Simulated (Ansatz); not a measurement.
**Equation of state of PbSe**

```
CELL_PARAMETERS angstrom
0.00000 3.06215 3.06215
3.06215 0.00000 3.06215
3.06215 3.06215 0.00000
ATOMIC_POSITIONS crystal
Pb 0.00000 0.00000 0.00000
Se 0.50000 0.50000 0.50000
```

The cell is COD entry 9008695, as deposited and not checked against the literature; nothing was relaxed.

No spin–orbit coupling, which matters for the heavy atoms here.

Levels of theory: DFT, PBEsol, all-electron LAPW, scalar-relativistic (Ansatz 0.2.0); DFT, PBEsol, PAW with Ansatz's default frozen-core files, scalar-relativistic (Ansatz 0.2.0).

For LAPW: a Γ-centred 9×9×9 k mesh, Fermi–Dirac smearing of 0.01 eV, basis error target 0.25 meV/atom, no spin polarisation. PAW takes a cutoff of 420 eV at this cell (files made with PBE, cores remade for this functional). The Ansatz runs share mesh, smearing and spin set-up. Plane-wave (PAW) pressures include the program's estimate of the Pulay term.

The cell above is scaled evenly, with fractional coordinates and shape held.

```tsv
V/V(cell)	V (Å³/atom)	P, LAPW (GPa)	P, PAW (GPa)	free energy over the lowest listed, PAW (meV/atom)
0.9400	26.990	3.03	3.03	12.7
0.9600	27.565	1.70	1.69	4.3
0.9800	28.139	0.50	0.49	0.4
0.9900	28.426	-0.05	-0.06	0.0
1.0000	28.713	-0.58	-0.58	0.6
1.0100	29.000	-1.07	-1.08	2.1
1.0200	29.287	-1.54	-1.54	4.4
1.0400	29.862	-2.40	-2.41	11.5
1.0600	30.436	-3.18	-3.18	21.6
```

**Question.** What do Birch–Murnaghan fits to the pressures give?

**Answer.** LAPW: V0 = 28.40 Å³/atom, B0 = 53 GPa, B0′ = 4.4; PAW: V0 = 28.39 Å³/atom, B0 = 53 GPa, B0′ = 4.4.

PAW's V0 lies -0.01 % from the all-electron value and its B0 0.0 %. Symmetry fixes shape and coordinates here, so this is the relaxed modulus.
